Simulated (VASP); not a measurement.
BaO:

```
Ba O
1.0
     0.00000    2.79039    2.79039
     2.79039    0.00000    2.79039
     2.79039    2.79039    0.00000
Ba O
1 1
Direct
  0.00000 0.00000 0.00000
  0.50000 0.50000 0.50000
```

The cell is a database's computed one.

- Program: VASP 6.6.1
- Task: relaxation of cell and atoms
- Functional: PBEsol
- Potentials or basis: VASP PAW PBE potentials, release 64 (Ba_sv, O)
- Cutoff: 580 eV
- k mesh: 8 × 8 × 8
- Occupations: gaussian, width 0.02 eV
- Spin: no spin polarisation

At the start: pressure -1.9 GPa; volume 21.73 Å³/atom.

Question: Where does the relaxation end?

Answer: Over 3 steps the energy falls by 3.4 meV/atom and the volume is 21.16 Å³/atom (-2.6 %); space group Fm-3m (No. 225, to 0.05 Å).

The path:
| step | energy change (eV) | largest force (eV/Å) | pressure (GPa) | volume (Å³) |
| --- | --- | --- | --- | --- |
| 1 | 0.0000 | 0.0000 | -1.88 | 43.45 |
| 2 | -0.0056 | 0.0000 | 0.86 | 41.87 |
| 3 | -0.0068 | 0.0000 | 0.00 | 42.33 |

Final structure:
```yaml
crystal:
  lattice:
    - [0.00000, 2.76608, 2.76608]
    - [2.76608, 0.00000, 2.76608]
    - [2.76608, 2.76608, 0.00000]
  atoms:
    - { symbol: Ba, position: [0.00000, 0.00000, 0.00000] }
    - { symbol: O, position: [0.50000, 0.50000, 0.50000] }
```

Caveat: the PAW data sets were made with another functional, which shifts forces and pressure a little.
